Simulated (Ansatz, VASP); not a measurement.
# InAs in VASP and in Ansatz

```
In As
1.0
     0.00000    2.87730    2.87730
     2.87730    0.00000    2.87730
     2.87730    2.87730    0.00000
In As
1 1
Direct
  0.50000 0.50000 0.50000
  0.00000 0.00000 0.00000
```

Measurements of this composition are mostly on another form, of space group No. 216.

Alike in both runs: functional PBE; k mesh 8 × 8 × 8; occupations gaussian, width 0.02 eV; no spin polarisation.

|  | VASP | Ansatz |
| --- | --- | --- |
| version | VASP 6.6.1 | Ansatz 0.2.0 |
| potentials or method | VASP PAW PBE potentials, release 64 (In_d, As) | Ansatz PAW |
| plane-wave cutoff (eV) | 520 | 420 |
| valence electrons in the cell | 18 | 28 |
| task | electric field gradients | single point |

```tsv
	VASP	Ansatz	Ansatz less VASP
gap on the k mesh at the Fermi level (eV)	none	none	-
pressure (GPa)	0.0	0.0	-0.06
```

A gap of «none» marks a metal or a gap that the smearing closes. With one functional, cell and mesh, what is left measures potentials, basis and numerics. The two sets of potentials don't hold the same shells in valence.
